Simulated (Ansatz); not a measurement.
# WSe2: the cost of one run

Computed with Ansatz 0.2.0 (DFT PBE+D3(BJ), scalar-relativistic, plane waves, PAW, unless a step's input says otherwise).

### Step 1. The starting structure

Symmetry: R3m, No. 160, trigonal system. Conventional cell: a = 3.210 Å, b = 3.210 Å, c = 18.797 Å, α = 90.00°, β = 90.00°, γ = 120.00°. W (site symmetry 3m) is surrounded by 6 Se at 2.43 to 2.46 Å. Around Se (site symmetry 3m) lie 3 W at 2.43 Å. Around Se (site symmetry 3m) lie 3 W at 2.46 Å.

Structure file:

```xyz
3
Lattice="1.6052 0.9268 6.2656 -1.6052 0.9268 6.2656 0.0000 -1.8535 6.2656" Properties=species:S:1:pos:R:3 pbc="T T T"
W     1.6052    0.9268    6.2656
Se    0.0000    0.0000   14.1033
Se    0.0000    0.0000   10.9210
```

(A quick probe on a coarse mesh, which set the mesh and smearing, is not shown.)

### Step 3. Coarse relaxation

input.yaml reads:

```yaml
crystal:
  lattice:
    - [1.60521064, 0.92676879, 6.26564168]
    - [-1.60521064, 0.92676879, 6.26564168]
    - [0.0, -1.85353759, 6.26564168]
  atoms:
    - { symbol: W, position: [1.0, 0.0, 0.0] }
    - { symbol: Se, position: [0.7503, 0.7503, 0.7503] }
    - { symbol: Se, position: [0.581, 0.581, 0.581] }
basis:
  ecutwfc: 420
kpoints:
  mp_grid: { grid: [9, 9, 9] }
hamiltonian:
  xc: pbe
  dispersion: d3bj
scf:
  occupations: { method: gaussian, width: 0.1 }
output:
  forces: true
  stress: true
  eigenvalues: true
relax:
  adjacent_minimum: "off"
  f_tol: 0.05
  max_steps: 80
  cell: { stress_tol: 0.5 }
```

Started as:

```bash
$ ansatz run input.yaml --threads 2 --pin off --max-ram 5120MiB --backend cpu --events-out ev --progress --plain --runs-dir out
```

What time and memory should one allow on 2 threads of Intel Xeon at 2.70GHz, shared host?

About 52 s, with a peak of 0.45 GiB.
